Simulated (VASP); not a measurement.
VASP 6.6.1 run: BaS

INCAR

```
LCHARG = .FALSE.
NBANDS = 20
EDIFF = 1E-7
ISIF = 2
PREC = Accurate
IBRION = -1
NELM = 120
LWAVE = .FALSE.
GGA = PE
LREAL = .FALSE.
SIGMA = 0.02
ISMEAR = -1
ENCUT = 520
LASPH = .TRUE.
NSW = 0
```

KPOINTS

```
KPOINTS created by Atomic Simulation Environment
0
Gamma
6 6 6
0 0 0
```

POSCAR

```
Ba S
 1.0000000000000000
     0.0000000000000000    3.6095087121999998    3.6095087121999998
     3.6095087121999998    0.0000000000000000    3.6095087121999998
     3.6095087121999998    3.6095087121999998    0.0000000000000000
 Ba  S
   1   1
Cartesian
  0.0000000000000000  0.0000000000000000  0.0000000000000000
  1.8047543560999997  1.8047543560999997  1.8047543560999997
```

The recommended PBE PAW datasets give the neutral cell 16 valence electrons.

Command

```
mpirun -np 1 vasp_std
```

Q: Predict the outcome of this run.

A: It converged. Results: gap between bands v and c on the k mesh 2.64 eV; least direct gap on the k mesh 3.19 eV; pressure -1.5 GPa. Band v is the last that the valence electrons fill when counted band by band, and c is the next.

OSZICAR

```
N       E                     dE             d eps       ncg     rms          rms(c)
DAV:   1     0.835338437018E+02    0.83534E+02   -0.61017E+03   640   0.661E+02
DAV:   2    -0.458259845149E+01   -0.88116E+02   -0.80175E+02   844   0.133E+02
DAV:   3    -0.105883395657E+02   -0.60057E+01   -0.59562E+01   840   0.346E+01
DAV:   4    -0.107312345596E+02   -0.14289E+00   -0.14282E+00   908   0.516E+00
DAV:   5    -0.107325833479E+02   -0.13488E-02   -0.13488E-02   812   0.456E-01    0.476E+00
DAV:   6    -0.971732238729E+01    0.10153E+01   -0.81512E-01   712   0.477E+00    0.313E+00
DAV:   7    -0.968094812660E+01    0.36374E-01   -0.32058E-01   804   0.227E+00    0.236E+00
DAV:   8    -0.969747410338E+01   -0.16526E-01   -0.42425E-02   812   0.110E+00    0.328E-01
DAV:   9    -0.970244476941E+01   -0.49707E-02   -0.12099E-02   716   0.599E-01    0.433E-01
DAV:  10    -0.970692105953E+01   -0.44763E-02   -0.27533E-03   724   0.216E-01    0.950E-02
DAV:  11    -0.970758094973E+01   -0.65989E-03   -0.11909E-03   768   0.138E-01    0.521E-02
DAV:  12    -0.970769165869E+01   -0.11071E-03   -0.24594E-04   728   0.633E-02    0.379E-02
DAV:  13    -0.970768294918E+01    0.87095E-05   -0.25438E-05   852   0.221E-02    0.695E-03
DAV:  14    -0.970768333576E+01   -0.38658E-06   -0.19919E-06   756   0.660E-03    0.141E-03
DAV:  15    -0.970768335839E+01   -0.22633E-07   -0.16690E-07   752   0.212E-03
   1 F= -.97076834E+01 E0= -.97076834E+01  d E =-.227549E-12
```

Standard output (part)

```
POSCAR found type information on POSCAR BaS
 POSCAR found :  2 types and       2 ions
 LDA part: xc-table for (Slater+PW92), standard interpolation
 POSCAR, INCAR and KPOINTS ok, starting setup
 WAVECAR not read
 entering main loop
```

For comparison, a separate PBE run of the intended cell, on usual settings and not on those above, gives a gap of 2.64 eV on its mesh and a pressure of -1.5 GPa.
